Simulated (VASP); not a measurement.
# MgS: optical spectrum of independent particles, by functional

MgS, P6_3mc (no. 186), 4 atoms in the cell.

| Functional | ε at zero frequency, electronic | Mean energy of the absorption, weighted by Im ε (eV) | Refractive index at 633 nm | Refractive index at 1064 nm | Direct gap on the mesh (eV) | Time (s) |
|---|---|---|---|---|---|---|
| PBE | 4.44 | 7.42 | 2.19 | 2.13 | 3.43 | 7.2 |
| LDA | 4.68 | 7.20 | 2.26 | 2.19 | 3.16 | 6.1 |
| PBEsol | 4.58 | 7.30 | 2.23 | 2.17 | 3.27 | 9.4 |
| r2SCAN | 4.01 | 8.00 | 2.06 | 2.02 | 4.10 | 48 |
| TB-mBJ | 3.48 | 8.59 | 1.90 | 1.88 | 5.04 | 47 |
| AM05 | 4.46 | 7.40 | 2.19 | 2.14 | 3.43 | 9.4 |

Limits: The 6×6×4 mesh is coarse for a spectrum: peaks stand apart that a denser mesh merges; the pull between electron and hole is left out; rows 1, 2, 3, 4, 6: the onset follows the functional's gap, which semilocal functionals usually make too small.

## Input of the first row

INCAR:
```
SYSTEM = MgS
ALGO = Normal
CSHIFT = 0.1
EDIFF = 1E-7
ENCUT = 300
GGA = PE
ISMEAR = 0
KPAR = 4
LASPH = .True.
LCHARG = .False.
LOPTICS = .True.
LWAVE = .True.
NBANDS = 32
NEDOS = 2000
PREC = Accurate
SIGMA = 0.02
```

KPOINTS:
```
k-points
0
Gamma
  6 6 4
```

POSCAR:
```
MgS
1.0
    4.0346224068      0.0000000000      0.0000000000
   -2.0173112034      3.4940854990      0.0000000000
    0.0000000000      0.0000000000      6.4322941800
S Mg
2 2
Direct
    0.6666666667      0.3333333333      0.8792441500
    0.3333333333      0.6666666667      0.3792441500
    0.3333333333      0.6666666667      0.9957548500
    0.6666666667      0.3333333333      0.4957548500
```

Commands:
```
cat potpaw_PBE.64/S/POTCAR potpaw_PBE.64/Mg/POTCAR > POTCAR
mpirun -np 4 vasp_std > vasp.out
```

Changes of the last row against the first:
```
- GGA = PE
+ GGA = AM
```

VASP 6.6.1 took 7.2 s on 4 cores (Intel Xeon 6975P-C (Granite Rapids)), a shared host.
